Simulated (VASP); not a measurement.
**Al2O3 in VASP: the effect of functional**

Crystal: Al2O3.

```xyz
5
Lattice="3.0175 0.0000 0.0000 -1.5087 2.6132 0.0000 0.0000 0.0000 7.5746" Properties=species:S:1:pos:R:3 pbc="T T T"
Al    0.0000    0.0000    5.4693
Al    0.0000    0.0000    2.1054
O     0.0000    0.0000    3.7873
O     1.5087    0.8711    6.0638
O     0.0000    1.7421    1.5108
```

Measurements of this composition are mostly on another form, of space group No. 167.

Alike in all runs:

```yaml
Program: VASP 6.6.1
Task: band structure
Cutoff: 520 eV
k_mesh: 7 × 7 × 3
Occupations: fermi-dirac, width 0.05 eV
Spin: no spin polarisation
```

```tsv
functional	potentials or basis	gap on the mesh (eV)
LDA	VASP PAW LDA potentials, release 64 (Al, O)	2.19
PBE	VASP PAW PBE potentials, release 64 (Al, O)	2.29
PBEsol	VASP PAW PBE potentials, release 64 (Al, O)	2.19
RPBE	VASP PAW PBE potentials, release 64 (Al, O)	2.42
revPBE	VASP PAW PBE potentials, release 64 (Al, O)	2.39
BLYP	VASP PAW PBE potentials, release 64 (Al, O)	2.46
AM05	VASP PAW PBE potentials, release 64 (Al, O)	2.32
PW91	VASP PAW PBE potentials, release 64 (Al, O)	2.32
r2SCAN	VASP PAW PBE potentials, release 64 (Al, O)	2.95
SCAN	VASP PAW PBE potentials, release 64 (Al, O)	?
TPSS	VASP PAW PBE potentials, release 64 (Al, O)	2.44
TB-mBJ	VASP PAW PBE potentials, release 64 (Al, O)	4.10
```

Problem. What does the run with functional SCAN give?

Solution. gap on the mesh 2.89 eV.

